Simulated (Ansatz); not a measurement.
A plane-wave DFT run in Ansatz 0.2.0 (scalar-relativistic PAW potentials unless the input names others): input and command.

```yaml
crystal:
  lattice:
    - [5.4384501876, 0.0, 0.0]
    - [0.0, 5.4384501876, 0.0]
    - [0.0, 0.0, 31.0443136287]
  atoms:
    - { symbol: P, position: [0.2548263256, 0.2451736744, 0.2572784051] }
    - { symbol: P, position: [0.7451736744, 0.7548263256, 0.2572784051] }
    - { symbol: Ga, position: [0.5, 0.0, 0.2998021939] }
    - { symbol: Ga, position: [0.0, 0.5, 0.2967237099] }
    - { symbol: P, position: [0.764158448, 0.264158448, 0.3474003735] }
    - { symbol: P, position: [0.235841552, 0.735841552, 0.3474003735] }
    - { symbol: Ga, position: [0.0, 0.0, 0.390682253] }
    - { symbol: Ga, position: [0.5, 0.5, 0.390682253] }
    - { symbol: P, position: [0.2798664491, 0.2201335509, 0.4373617584] }
    - { symbol: P, position: [0.7201335509, 0.7798664491, 0.4373617584] }
    - { symbol: Ga, position: [0.5, 0.0, 0.49591157] }
    - { symbol: Ga, position: [0.0, 0.5, 0.4085070351] }
basis:
  ecutwfc: 420
  ecutrho_ratio: 9
kpoints:
  mp_grid: { grid: [7, 7, 1] }
hamiltonian:
  xc: pbesol
scf:
  occupations: { method: gaussian, width: 0.1 }
output:
  forces: true
  eigenvalues: true
  stress: true
efield:
  axis: 3
  dipole_correction: true
  ramp_width: 0.04
```

```bash
ansatz run input.yaml --threads 4 --pin off --max-ram 10240MiB --backend cpu --events-out ev --progress --plain --runs-dir out
```

Abridged log:
```
Basis set: ecut = 420 eV, 17875 PW (Γ), exchange–correlation on 120×120×640 points (8 copies of the dense FFT grid, shifted against one another)
Bands: 66, of which v1, the nominal top of the filled ones, is band 54 counted from 1 (53 counted from 0)
Symmetry: 4 space group operations
k-points: 16 of 49
SCF iter   1: F=—  HF=-26896.721298 eV  |F-HF|=—  |Δ(HF+E_count)|=         —  Δρ=2.32e-3  dr2=2.01e-1  ethr=1.77e-3  p=0.236 e·Å  D=4.65e-2 V/Å  ΔV_dip=-1.44 eV  dr2_dipole=2.25e-2  V_vac-E_F(+/−)=4.75/6.20 eV  ⟨swp⟩=9.9  Hψ=5047  notcnv=0  defer=4
efield: sawtooth ramp at fractional position 0.8566 (placed from the atoms, in the widest stretch of the axis that holds none; the zero of the levels goes with the place), width 0.0400; the density the first Hamiltonian is built on has a dipole p = 0.236 e·Å; the dipole correction subtracts the counter field D = 4.65e-2 V/Å, which shifts the + side's vacuum level by -1.44 eV against the − side's; the planar-averaged density in the ramp window peaks in size at 5.7e-8 e/Å³
SCF iter   2: F=—  HF=-26896.714665 eV  |F-HF|=—  |Δ(HF+E_count)|=   6.63e-3  Δρ=1.80e-3  dr2=1.75e-1  ethr=1.86e-4  p=0.274 e·Å  D=5.39e-2 V/Å  ΔV_dip=-1.67 eV  dr2_dipole=1.91e-2  V_vac-E_F(+/−)=4.53/6.21 eV  ⟨swp⟩=2.9  Hψ=2257  notcnv=0  defer=73
SCF iter   3: F=—  HF=-26896.689393 eV  |F-HF|=—  |Δ(HF+E_count)|=   2.53e-2  Δρ=4.29e-4  dr2=5.07e-3  ethr=1.62e-4  p=0.273 e·Å  D=5.39e-2 V/Å  ΔV_dip=-1.67 eV  dr2_dipole=8.98e-7  V_vac-E_F(+/−)=4.57/6.24 eV  ⟨swp⟩=2.5  Hψ=1955  notcnv=0  defer=73
SCF iter   4: F=—  HF=-26896.688362 eV  |F-HF|=—  |Δ(HF+E_count)|=   1.03e-3  Δρ=1.31e-4  dr2=2.06e-4  ethr=4.69e-6  p=0.273 e·Å  D=5.39e-2 V/Å  ΔV_dip=-1.67 eV  dr2_dipole=6.27e-6  V_vac-E_F(+/−)=4.55/6.22 eV  ⟨swp⟩=2.8  Hψ=1868  notcnv=0  defer=73
SCF iter   5: F=—  HF=-26896.688322 eV  |F-HF|=—  |Δ(HF+E_count)|=   3.91e-5  Δρ=4.10e-5  dr2=3.26e-5  ethr=1.91e-7  p=0.275 e·Å  D=5.41e-2 V/Å  ΔV_dip=-1.68 eV  dr2_dipole=1.02e-6  V_vac-E_F(+/−)=4.54/6.22 eV  ⟨swp⟩=3.0  Hψ=2339  notcnv=0  defer=73
SCF iter   6: F=—  HF=-26896.688334 eV  |F-HF|=—  |Δ(HF+E_count)|=   1.11e-5  Δρ=1.27e-5  dr2=1.88e-6  ethr=3.02e-8  p=0.275 e·Å  D=5.42e-2 V/Å  ΔV_dip=-1.68 eV  dr2_dipole=1.94e-7  V_vac-E_F(+/−)=4.54/6.22 eV  ⟨swp⟩=2.0  Hψ=1921  notcnv=0  defer=69
SCF iter   7: F=—  HF=-26896.688335 eV  |F-HF|=—  |Δ(HF+E_count)|=   1.71e-6  Δρ=3.41e-6  dr2=2.94e-7  ethr=1.74e-9  p=0.275 e·Å  D=5.42e-2 V/Å  ΔV_dip=-1.68 eV  dr2_dipole=5.11e-9  V_vac-E_F(+/−)=4.54/6.22 eV  ⟨swp⟩=2.6  Hψ=2006  notcnv=0  defer=69
SCF iter   8: F=-26896.688335 eV  HF=-26896.688335 eV  |F-HF|=9.79e-9  |Δ(HF+E_count)|=   1.59e-7  Δρ=1.22e-6  dr2=2.73e-8  ethr=9.26e-11  p=0.275 e·Å  D=5.42e-2 V/Å  ΔV_dip=-1.68 eV  dr2_dipole=4.40e-10  V_vac-E_F(+/−)=4.54/6.22 eV  ⟨swp⟩=15.2  Hψ=5610  notcnv=0
SCF 1 converged in 8 iterations: F = -26896.688335 eV  dr2 = 2.73e-8
SCF converged after 8 iterations
Free energy (F): -26896.688335 eV
Harris-Foulkes:  -26896.688335 eV  (|F-HF|=9.79e-9)
Internal energy: -26896.677207 eV  (E = F + TS)
E sigma→0 (E₀):  -26896.682771 eV
Entropy (-TS):   -0.011129 eV (-0.927 meV/atom)
Fermi energy:    -2.073606 eV
Dipole field:    D = 0.054161 V/Å  (p = 0.274827 e·Å, saw-weighted, corrected)
Work function:   Φ+ = 4.5403 eV   Φ− = 6.2217 eV
Levels:          The Fermi level and band energies are counted from a zero that moves with the ramp; work functions are not
--- Forces (eV/Å), atoms counted from 1 ---
  atom   1  P     -0.03332355     0.03332355    -0.11856262
  atom   2  P      0.03332355    -0.03332355    -0.11856262
  atom   3  Ga     0.00000000     0.00000000     0.19424544
  atom   4  Ga     0.00000000     0.00000000     0.16215012
  atom   5  P      0.01572522     0.01572522    -0.18452497
  atom   6  P     -0.01572522    -0.01572522    -0.18452497
  atom   7  Ga     0.00000000     0.00000000     0.13864878
  atom   8  Ga     0.00000000     0.00000000     0.13864878
  atom   9  P     -0.33276191     0.33276191    -0.60698550
  atom  10  P      0.33276191    -0.33276191    -0.60698550
  atom  11  Ga     0.00000000     0.00000000     0.64037136
  atom  12  Ga     0.00000000     0.00000000     0.54607102
--- Stress (GPa, compression-positive) ---
       -0.045688      -0.760655       0.000000
       -0.760655      -0.045688       0.000000
        0.000000       0.000000       0.190661
  P = ⅓ Tr σ = 0.0331 GPa (0.331 kbar)
```

Apart from outputs and empty bands, the input differs from a reference run on usual settings in basis.ecutrho_ratio: not typed → 9. The reference, at the same geometry (not necessarily relaxed), gave pressure 0.03 GPa (averaged over a cell that holds vacuum), largest force 0.768 eV/Å, no gap on the mesh. This run converged in 8 SCF iterations (reference: 8) with an energy at zero smearing within 0.01 meV/atom of the reference's, pressure 0.03 GPa (averaged over a cell that holds vacuum), largest force 0.768 eV/Å, no gap on the mesh.

Time: 32 s on 4 threads of Intel(R) Xeon(R) Platinum 8259CL CPU @ 2.50GHz (Skylake/Cascade Lake), on a shared host, peak memory 2.7 GiB.